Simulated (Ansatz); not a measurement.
## Pd (Fm-3m), two-dimensional strain map

Computed with Ansatz 0.2.0, DFT PBE, scalar-relativistic, plane waves, PAW. Cutoff 420 eV, Γ-centred 20×20×20 k-points, Gaussian smearing of 0.15 eV. No spin polarisation. Energies are free energies at this smearing, counted from the undisturbed cell; pressure is positive in compression.

The starting cell (as given, not relaxed at this level; it stands at 7.7 GPa):

```
Pd
1.0
     0.00000    1.94490    1.94490
     1.94490    0.00000    1.94490
     1.94490    1.94490    0.00000
Pd
1
Direct
  0.00000 0.00000 0.00000
```

The cell is strained by p along both x and y and by q along z, fractional coordinates fixed. Points are written (p, q).

Energy above the undisturbed cell in meV/atom (a dash: not computed):

```csv
p \ q,-0.050,-0.025,0.000,0.025,0.050
-0.050,368.5,266.6,?,132.0,?
-0.025,181.0,111.6,?,30.3,13.1
0.000,66.5,25.1,0.0,-10.9,-9.6
0.025,9.1,-8.4,-12.7,-5.7,11.1
0.050,-3.3,?,12.4,34.5,64.4
```

**Question.** Fill in the withheld energies.

**Answer.** (-0.050, 0.000): 189.0; (-0.050, 0.050): 92.9; (-0.025, 0.000): 62.3; (0.050, -0.025): -0.7.